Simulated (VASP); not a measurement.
# WC (P-6m2) in VASP: notebook

Runs on WC. Level: PBEsol. Tasks: single point.

All numbers are computed with VASP 6.6.1; they aren't measurements. Logs are shortened: lines on timing, memory, paths and dates and some standing lists are left out, and cuts for length are marked.

### 1 The undisturbed crystal

The structure is hexagonal, space group P-6m2 (No. 187). Conventional cell: a = 2.898 Å, b = 2.898 Å, c = 2.828 Å, α = 90.00°, β = 90.00°, γ = 120.00°. W (site symmetry -6m2) has 6 C at 2.19 Å as nearest neighbours. C (site symmetry -6m2) has 6 W at 2.19 Å as nearest neighbours.

### 2 Single point, PBEsol (strained and moved within a subgroup)

INCAR

```
ALGO = Normal
EDIFF = 1E-6
ENCUT = 520
GGA = PS
ISIF = 2
ISMEAR = 0
LASPH = T
LCHARG = F
LREAL = F
LWAVE = F
NBANDS = 16
NELM = 100
PREC = Accurate
SIGMA = 0.1
```

KPOINTS

```
k-points
0
Gamma
  18 18 14
```

POSCAR

```
WC
1.0
    3.0995338445      0.0000000000      0.0000000000
   -1.5497669223      2.6842750493      0.0000000000
    0.0000000000      0.0000000000      2.7685159800
W C
1 1
Direct
    0.0000000000      0.0000000000      0.0000000000
    0.6666666667      0.3333333333      0.5000000000
```

Potentials or basis: VASP PAW PBE potentials, release 64 (W_sv, C).

Launch:

```bash
> cat potpaw_PBE.64/W_sv/POTCAR potpaw_PBE.64/C/POTCAR > POTCAR
> mpirun -np 1 vasp_std > vasp.out
```

OUTCAR:

```text
EDIFF = 1E-6
   ENCUT = 520
   GGA = PS
   ISIF = 2
   ISMEAR = 0
   LASPH = T
   LREAL = F
   NELM = 100
   PREC = Accurate

 ion  position               nearest neighbor table
   1  0.000  0.000  0.000-   2 2.26   2 2.26   2 2.26   2 2.26   2 2.26   2 2.26
   2  0.667  0.333  0.500-   1 2.26   1 2.26   1 2.26   1 2.26   1 2.26   1 2.26

  LATTYP: Found a hexagonal cell.
 ALAT       =     3.0995338445
 C/A-ratio  =     0.8932039845

  Lattice vectors:

 A1 = (   3.0995338445,   0.0000000000,   0.0000000000)
 A2 = (  -1.5497669223,   2.6842750493,   0.0000000000)
 A3 = (   0.0000000000,   0.0000000000,   2.7685159800)

Analysis of symmetry for initial positions (statically):
=====================================================================
 Subroutine PRICEL returns:
 Original cell was already a primitive cell.

 Routine SETGRP: Setting up the symmetry group for a
 hexagonal supercell.

 Subroutine GETGRP returns: Found 12 space group operations
 (whereof 12 operations were pure point group operations)
 out of a pool of 24 trial point group operations.

The static configuration has the point symmetry D_3h.

Analysis of symmetry for dynamics (positions and initial velocities):
=====================================================================
 Subroutine PRICEL returns:
 Original cell was already a primitive cell.

 Routine SETGRP: Setting up the symmetry group for a
 hexagonal supercell.

 Subroutine GETGRP returns: Found 12 space group operations
 (whereof 12 operations were pure point group operations)
 out of a pool of 24 trial point group operations.

The dynamic configuration has the point symmetry D_3h.

 Subroutine INISYM returns: Found 12 space group operations
 (whereof 12 operations are pure point group operations),
 and found     1 'primitive' translations

----------------------------------------------------------------------------------------

                                     Primitive cell

  volume of cell :      23.0341

  direct lattice vectors                    reciprocal lattice vectors
     3.099533844  0.000000000  0.000000000     0.322629160  0.186270032  0.000000000
    -1.549766922  2.684275049  0.000000000     0.000000000  0.372540064  0.000000000
     0.000000000  0.000000000  2.768515980     0.000000000  0.000000000  0.361204345

  length of vectors
     3.099533844  3.099533845  2.768515980     0.372540065  0.372540064  0.361204345

  position of ions in fractional coordinates (direct lattice)
     0.000000000  0.000000000  0.000000000
     0.666666667  0.333333333  0.500000000

  ion indices of the primitive-cell ions
   primitive index   ion index
                 1           1
                 2           2

----------------------------------------------------------------------------------------

 KPOINTS: k-points

Automatic generation of k-mesh.
 Grid dimensions read from file:
 generate k-points for:   18   18   14

 Generating k-lattice:

  Cartesian coordinates                     Fractional coordinates (reciprocal lattice)
     0.017923842  0.010348335  0.000000000     0.055555556  0.000000000  0.000000000
     0.000000000  0.020696670  0.000000000     0.000000000  0.055555556  0.000000000
     0.000000000  0.000000000  0.025800310     0.000000000  0.000000000  0.071428571

  Length of vectors
     0.020696670  0.020696670  0.025800310

  Shift w.r.t. Gamma in fractional coordinates (k-lattice)
     0.000000000  0.000000000  0.000000000

 Subroutine IBZKPT returns following result:
 ===========================================

 Found    296 irreducible k-points:

 Following reciprocal coordinates:
            Coordinates               Weight
  0.000000  0.000000  0.000000      1.000000
  0.055556  0.000000  0.000000      6.000000
  0.111111  0.000000  0.000000      6.000000
  0.166667  0.000000  0.000000      6.000000
  0.222222  0.000000  0.000000      6.000000
  0.277778  0.000000  0.000000      6.000000
[... 16 lines left out ...]
  0.333333  0.111111  0.000000     12.000000
  0.388889  0.111111  0.000000     12.000000
 [... further k-points ...]
   k-points           NKPTS =    296   k-points in BZ     NKDIM =    296   number of bands    NBANDS=     16
   number of dos      NEDOS =    301   number of ions     NIONS =      2
   total plane-waves  NPLWV =  13824
   dimension x,y,z NGX =    24 NGY =   24 NGZ =   24
   dimension x,y,z NGXF=    48 NGYF=   48 NGZF=   48
   ions per type =               1   1
   NGX,Y,Z   is equivalent  to a cutoff of  12.87, 12.87, 14.41 a.u.
   NGXF,Y,Z  is equivalent  to a cutoff of  25.75, 25.75, 28.82 a.u.
 SYSTEM =  unknown system
   PREC   = accura    normal or accurate (medium, high low for compatibility)
   ISTART =      0    job   : 0-new  1-cont  2-samecut
   ICHARG =      2    charge: 1-file 2-atom 10-const
   ISPIN  =      1    spin polarized calculation?
   LNONCOLLINEAR =      F non collinear calculations
   LSORBIT =      F    spin-orbit coupling
   LASPH  =      T    aspherical Exc in radial PAW
   ENCUT  =  520.0 eV  38.22 Ry    6.18 a.u.   5.76  5.76  5.15*2*pi/ulx,y,z
   NELM   =    100;   NELMIN=  2; NELMDL= -5     # of ELM steps
   EDIFF  = 0.1E-05   stopping-criterion for ELM
   LREAL  =      F    real-space projection
   EDIFFG = 0.1E-04   stopping-criterion for IOM
   NSW    =      0    number of steps for IOM
   IBRION =     -1    ionic relax: 0-MD 1-quasi-New 2-CG
   NFREE  =      0    steps in history (QN), initial steepest desc. (CG)
   ISIF   =      2    stress and relaxation
   ISYM   =      2    0-nonsym 1-usesym 2-fastsym
   POTIM  = 0.5000    time-step for ionic-motion
   TEBEG  =    0.0;   TEEND  =   0.0 temperature during run
   PSTRESS=    0.0 pullay stress
   NELECT =      18.0000    total number of electrons
   NUPDOWN=      -1.0000    fix difference up-down
   EMIN   =  10.00;   EMAX   =-10.00  energy-range for DOS
   EFERMI =   0.00;   METHOD = LEGACY
   ISMEAR =     0;   SIGMA  =   0.10  broadening in eV -4-tet -1-fermi 0-gaus
   EFERMI_NEDOS =   21; number of points for ismear=-14 and -15
   IALGO  =     38    algorithm
   IMIX   =      4    mixing-type and parameters
     AMIX     =   0.40;   BMIX     =  1.00
     AMIX_MAG =   1.60;   BMIX_MAG =  1.00
  volume/ion in A,a.u.               =      11.52        77.72
  Fermi-wavevector in a.u.,A,eV,Ry     =   1.507910  2.849537 30.936840  2.273794
  Thomas-Fermi vector in A             =   2.618434
   LORBIT       =      0    0 simple, 1 ext, 2 COOP (PROOUT), +10 PAW based schemes
   GGA     = PS    functional components
   LHFCALC =     F    Hartree Fock is set to
   AEXX    =    0.0000 exact exchange contribution
   IVDW    =     0    specifies the selected vdW correction
   LEPSILON=     F    determine dielectric tensor
   LRPA    =     F    only Hartree local field effects (RPA)
 non-spin polarized calculation
 Gauss-broadening in eV      SIGMA  =   0.10
  energy-cutoff  :      520.00
  volume of cell :       23.03
 maximum number of plane-waves:       635
 NGX is ok and might be reduce to    24
   NGX = 11   NGY = 11   NGZ = 11

 number of electron      18.0000003 magnetization

 Free energy of the ion-electron system (eV)
  ---------------------------------------------------
  ext. energy  EPLUGINS =         0.00000000
  ---------------------------------------------------
  free energy    TOTEN  =       -23.44227990 eV

  energy without entropy =      -23.43978411  energy(sigma->0) =      -23.44103201

 E-fermi :   9.5941     XC(G=0): -13.3337

 val. band max:        9.5819691910   @ k =   0.4444   0.0000   0.4286
 cond. band min:       9.6082365936   @ k =   0.4444   0.0000   0.5000
 fundamental gap:      0.0262674026
 Fermi energy:         9.5941031703

 k-point     1 :       0.0000    0.0000    0.0000
  band No.  band energies     occupation
      1     -64.6073      2.00000
      2     -28.6099      2.00000
      3     -28.6099      2.00000
      4     -28.4074      2.00000
      5      -4.1795      2.00000
      6       5.7382      2.00000
[... 8 lines left out ...]
     15      23.4426      0.00000
     16      24.6357      0.00000

 k-point     2 :       0.0556    0.0000    0.0000
  band No.  band energies     occupation
      1     -64.6065      2.00000
      2     -28.6234      2.00000
      3     -28.6131      2.00000
      4     -28.4059      2.00000
      5      -4.1126      2.00000
      6       5.6540      2.00000
[... 8 lines left out ...]
     15      23.1534      0.00000
     16      24.7777      0.00000

 k-point     3 :       0.1111    0.0000    0.0000
  band No.  band energies     occupation
      1     -64.6044      2.00000
      2     -28.6622      2.00000
      3     -28.6221      2.00000
      4     -28.4015      2.00000
      5      -3.9165      2.00000
      6       5.3481      2.00000
[... 8 lines left out ...]
     15      22.7692      0.00000
     16      25.1854      0.00000

 k-point     4 :       0.1667    0.0000    0.0000
  band No.  band energies     occupation
      1     -64.6012      2.00000
      2     -28.7211      2.00000
      3     -28.6360      2.00000
      4     -28.3948      2.00000
      5      -3.6052      2.00000
      6       4.8915      2.00000
[... 8 lines left out ...]
     15      22.5441      0.00000
     16      25.8106      0.00000

 k-point     5 :       0.2222    0.0000    0.0000
  band No.  band energies     occupation
      1     -64.5973      2.00000
      2     -28.7926      2.00000
      3     -28.6529      2.00000
      4     -28.3865      2.00000
      5      -3.2018      2.00000
      6       4.3864      2.00000
[... 8 lines left out ...]
     15      22.5268      0.00000
     16      26.4453      0.00000

 k-point     6 :       0.2778    0.0000    0.0000
  band No.  band energies     occupation
      1     -64.5931      2.00000
      2     -28.8678      2.00000
      3     -28.6708      2.00000
      4     -28.3777      2.00000
      5      -2.7395      2.00000
      6       3.8974      2.00000
[... 8 lines left out ...]
     15      22.7203      0.00000
     16      25.5962      0.00000

 k-point     7 :       0.3333    0.0000    0.0000
  band No.  band energies     occupation
      1     -64.5892      2.00000
      2     -28.9375      2.00000
      3     -28.6876      2.00000
      4     -28.3694      2.00000
      5      -2.2632      2.00000
      6       3.4644      2.00000
[... 8 lines left out ...]
     15      22.8701      0.00000
     16      24.7278      0.00000

 k-point     8 :       0.3889    0.0000    0.0000
  band No.  band energies     occupation
      1     -64.5860      2.00000
      2     -28.9939      2.00000
      3     -28.7013      2.00000
      4     -28.3627      2.00000
      5      -1.8328      2.00000
      6       3.1165      2.00000
[... 8 lines left out ...]
     15      22.2887      0.00000
     16      24.8245      0.00000

 k-point     9 :       0.4444    0.0000    0.0000
  band No.  band energies     occupation
      1     -64.5839      2.00000
      2     -29.0303      2.00000
      3     -28.7102      2.00000
      4     -28.3583      2.00000
      5      -1.5232      2.00000
      6       2.8840      2.00000
[... 8 lines left out ...]
     15      21.5074      0.00000
     16      25.3511      0.00000
[... 172 lines left out ...]
 k-point    19 :       0.1111    0.1111    0.0000
  band No.  band energies     occupation
      1     -64.5995      2.00000
      2     -28.7489      2.00000
      3     -28.6483      2.00000
      4     -28.3910      2.00000
      5      -3.4258      2.00000
      6       4.6735      2.00000
[... 8 lines left out ...]
     15      22.5380      0.00000
     16      25.9121      0.00000

 k-point    20 :       0.1667    0.1111    0.0000
  band No.  band energies     occupation
      1     -64.5958      2.00000
      2     -28.8108      2.00000
      3     -28.6692      2.00000
      4     -28.3833      2.00000
      5      -3.0344      2.00000
      6       4.2380      2.00000
[... 8 lines left out ...]
     15      22.6120      0.00000
     16      26.0244      0.00000

 k-point    21 :       0.2222    0.1111    0.0000
  band No.  band energies     occupation
      1     -64.5918      2.00000
      2     -28.8757      2.00000
      3     -28.6918      2.00000
      4     -28.3750      2.00000
      5      -2.5847      2.00000
      6       3.8144      2.00000
[... 8 lines left out ...]
     15      22.8603      0.00000
     16      25.3501      0.00000

 k-point    22 :       0.2778    0.1111    0.0000
  band No.  band energies     occupation
      1     -64.5881      2.00000
      2     -28.9359      2.00000
      3     -28.7131      2.00000
      4     -28.3672      2.00000
      5      -2.1209      2.00000
      6       3.4401      2.00000
[... 8 lines left out ...]
     15      23.1016      0.00000
     16      24.5792      0.00000

 k-point    23 :       0.3333    0.1111    0.0000
  band No.  band energies     occupation
      1     -64.5851      2.00000
      2     -28.9845      2.00000
      3     -28.7304      2.00000
      4     -28.3609      2.00000
      5      -1.7020      2.00000
      6       3.1422      2.00000
[... 8 lines left out ...]
     15      22.6403      0.00000
     16      24.6895      0.00000

 k-point    24 :       0.3889    0.1111    0.0000
  band No.  band energies     occupation
      1     -64.5832      2.00000
      2     -29.0160      2.00000
      3     -28.7417      2.00000
      4     -28.3567      2.00000
      5      -1.4014      2.00000
      6       2.9456      2.00000
[... 8 lines left out ...]
     15      21.9005      0.00000
     16      25.2015      0.00000

 [... further k-points ...]

------------------------ aborting loop because EDIFF is reached ----------------------------------------

  FORCE on cell =-STRESS in cart. coord.  units (eV):
  Direction    XX          YY          ZZ          XY          YZ          ZX
  --------------------------------------------------------------------------------------
  -------------------------------------------------------------------------------------
  Total       -6.5887013     -6.5887013     -0.0458550      0.0000000     -0.0000000      0.0000000
  in kB     -458.2895655   -458.2895655     -3.1895320      0.0000000     -0.0000000      0.0000000
  external PRESSURE =    -306.5895544 kB  Pullay stress =       0.0000000 kB

 VOLUME and BASIS-vectors are now :
 -----------------------------------------------------------------------------
  energy-cutoff  :      520.00
  volume of cell :       23.03
      direct lattice vectors                 reciprocal lattice vectors
     3.099533844  0.000000000  0.000000000     0.322629160  0.186270032  0.000000000
    -1.549766922  2.684275049  0.000000000     0.000000000  0.372540064  0.000000000
     0.000000000  0.000000000  2.768515980     0.000000000  0.000000000  0.361204345

 POSITION                                       TOTAL-FORCE (eV/Angst)
 -----------------------------------------------------------------------------------
      0.00000      0.00000      0.00000         0.000000      0.000000      0.000000
      1.54977      0.89476      1.38426        -0.000000      0.000000      0.000000
 -----------------------------------------------------------------------------------
    total drift:                                0.000000     -0.000000      0.000000

  FREE ENERGIE OF THE ION-ELECTRON SYSTEM (eV)
  ---------------------------------------------------
  free  energy   TOTEN  =       -23.4422798960 eV

  energy  without entropy=      -23.4397841144  energy(sigma->0) =      -23.44103201
```

It took 29 s on 1 thread of Intel Xeon Platinum 8559C (Emerald Rapids), shared host; peak memory 0.22 GiB.

What came out:

```yaml
Free_energy: -23.4423 eV
Pressure: -30.7 GPa
Band_gap_on_the_k_mesh: none (metal or under the smearing width)
```

Caveat: the cell as given lies far from equilibrium; so large a pressure means that the cell lies far from this level's equilibrium, or that cutoff or potentials fall short; the potentials were made for another functional, which shifts forces and pressure.

### 3 Single point, PBEsol (strained and moved within a subgroup)

INCAR

```
SYSTEM = WC
PREC = Accurate
ENCUT = 520
EDIFF = 1E-7
ISMEAR = 0
SIGMA = 0.1
LREAL = .FALSE.
LASPH = .TRUE.
NELM = 100
ALGO = Fast
ISIF = 2
LWAVE = .FALSE.
LCHARG = .FALSE.
GGA = PS
NBANDS = 16
```

KPOINTS

```
Automatic mesh
0
G
  14 14 12
  0 0 0
```

POSCAR

```
WC
1.0
    2.9267799790     -0.0580100287      0.0027554764
   -1.5136281481      2.5056457544     -0.0027592875
    0.0026875500     -0.0015559500      2.8721422500
W C
1 1
Direct
   -0.0106488597      0.0106488597      0.0863233909
    0.6773155264      0.3226844736      0.4136766091
```

Potentials or basis: VASP PAW PBE potentials, release 64 (W_sv, C).

Launch:

```bash
> cat potpaw_PBE.64/W_sv/POTCAR potpaw_PBE.64/C/POTCAR > POTCAR
> mpirun -np 1 vasp_std > vasp.out
```

Run time: 80 s. Hardware: 1 thread of Intel Xeon Platinum 8559C (Emerald Rapids), shared host; peak memory 0.31 GiB.

It converged, with:

| Quantity | Value |
| --- | --- |
| Free energy | -21.8833 eV |
| Pressure | 49.1 GPa |
| Largest force | 8.090 eV/Å |
| Band gap on the k mesh | none (metal or under the smearing width) |

Forces on the atoms (eV/Å):
```
W    1.743 -1.006 -7.836
C   -1.743  1.006  7.836
```

Stress tensor (GPa, compression positive):
```
 58.48  -4.41 -10.52
 -4.41  53.39   6.07
-10.52   6.07  35.52
```

Levels at points of the mesh, in eV from the Fermi level:
```
           k point  band 5  band 6  band 7  band 8  band 9  band 10  band 11  band 12  band 13  band 14
(0.00, 0.00, 0.00)  -14.80   -6.50   -5.28   -4.79    1.48     2.63     2.78     5.70     7.48     8.02
(0.50, 0.00, 0.00)  -11.92   -7.10   -4.82   -2.84   -1.89     2.86     3.07     4.02     5.10    11.02
(0.50, 0.50, 0.00)  -11.61   -7.54   -4.64   -2.48   -2.02     2.75     3.18     3.29     4.61    11.11
(0.00, 0.00, 0.50)  -12.06   -8.30   -4.93   -3.99   -0.89     0.13     4.57     5.65     6.39     7.97
(0.50, 0.00, 0.50)  -11.59   -8.04   -5.15   -3.93    0.23     3.18     4.88     5.76     8.46     9.45
(0.50, 0.50, 0.50)  -11.91   -7.56   -4.18   -3.61   -0.67     3.45     4.56     5.75     7.61     8.22
```

Caveat: so large a pressure means that the cell lies far from this level's equilibrium, or that cutoff or potentials fall short; the potentials were made for another functional, which shifts forces and pressure.
